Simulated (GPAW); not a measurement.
Runs of GPAW 26.7.0 on SiC. It takes space group P6_3mc (No. 186, hexagonal). Conventional cell: a = 3.076 Å, b = 3.076 Å, c = 10.071 Å, α = 90.00°, β = 90.00°, γ = 120.00°. Si (site symmetry 3m) is surrounded by 4 C at 1.88 to 1.89 Å. Around Si (site symmetry 3m) lie 4 C at 1.88 to 1.89 Å. Around C (site symmetry 3m) lie 4 Si at 1.88 to 1.89 Å. Around C (site symmetry 3m) lie 4 Si at 1.88 to 1.89 Å. The cell is a database's computed one.

| task | level | potentials or basis | cell | cutoff (eV) | optimizer | fmax | max steps | band path | band points | gap on the mesh (eV) | pressure (GPa) | relaxed volume (Å³/atom) | largest force (eV/Å) |
| --- | --- | --- | --- | --- | --- | --- | --- | --- | --- | --- | --- | --- | --- |
| relaxation of cell and atoms | TASK | GPAW PAW data sets (gpaw-data 1.2.1), pw | relaxed | 800 | FIRE | 0.05 eV/Å | 40 | - | - | 2.96 | 0.2 | (a) | 0.01 |
| band structure | LDA | PAW data sets generated in the run's folder for this functional, pw | as given | 800 | - | - | - | GMKGALHA,LM,KH | 100 | 2.17 | (b) | - | 0.01 |
| relaxation of cell and atoms | r2SCAN+D4 | GPAW PAW data sets (gpaw-data 1.2.1), pw | relaxed | 800 | BFGS | 0.05 eV/Å | 40 | - | - | 2.63 | 0.1 | 10.31 | 0.01 |
| phonons | vdW-DF | GPAW PAW data sets (gpaw-data 1.2.1), pw | atoms relaxed | 680 | - | - | - | - | - | 2.48 | - | - | - |

Alike in all rows: no spin polarisation; k mesh 6 × 6 × 2; smearing fermi-dirac 0.05 eV; the mesh is coarse, so values aren't converged.

Task: Estimate the missing entries.

Result: (a) 10.71; (b) -2.7.

Caveats: the PAW data sets were made with another functional, which shifts forces and pressure a little (some runs); later steps reuse the first step's grids (some runs); the cutoff is short for stress and forces, so pressures can be off by a GPa or more (some runs); the LO-TO splitting is left out (some runs).

A k mesh can miss the band edges.

Not every run made on this cell is shown here.
